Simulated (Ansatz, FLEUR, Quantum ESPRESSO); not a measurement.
# NaCl: 6 runs at one level of theory

```
CELL_PARAMETERS angstrom
0.00000 2.79406 2.79406
2.79406 0.00000 2.79406
2.79406 2.79406 0.00000
ATOMIC_POSITIONS crystal
Cl 0.50000 0.50000 0.50000
Na 0.00000 0.00000 0.00000
```

The cell is a database's computed one, not the measured one.

Alike in all runs: task equation of state; functional PBEsol; k mesh 8 × 8 × 8; occupations fermi-dirac, width 0.05 eV; no spin polarisation; no spin-orbit coupling.

```
                                program and potentials  plane-wave cutoff (eV)                                                 notes  equilibrium volume (Å³/atom)  bulk modulus (GPa)
                                    Ansatz, Ansatz PAW                     420  potentials made for PBE, which Ansatz adapts in part                         21.98                25.9
                                       Ansatz, JTH PAW                    1440                               potentials made for PBE                         22.15                25.7
Ansatz, Ansatz PAW (files of its older set among them)                     700  potentials made for PBE, which Ansatz adapts in part                         21.98                25.8
                          Ansatz, PseudoDojo stringent                    1197                               potentials made for PBE                         21.99                25.8
 Quantum ESPRESSO, PseudoDojo 0.4.1 SR PBEsol standard                    1197                                                     -                         22.00                25.8
                            FLEUR, all-electron, FLAPW                       -                                                     -                         21.98                25.8
```

The equilibrium volume spans 21.98 (Ansatz, Ansatz PAW) to 22.15 Å³/atom (Ansatz, JTH PAW), with all-electron results at 21.98. The bulk modulus spans 25.7 (Ansatz, JTH PAW) to 25.9 GPa (Ansatz, Ansatz PAW), with all-electron results at 25.8.

Differences between rows come from potentials, basis sets and numerical settings, since the functional is the same but for its coding. Runs on potential files found faulty are left out.
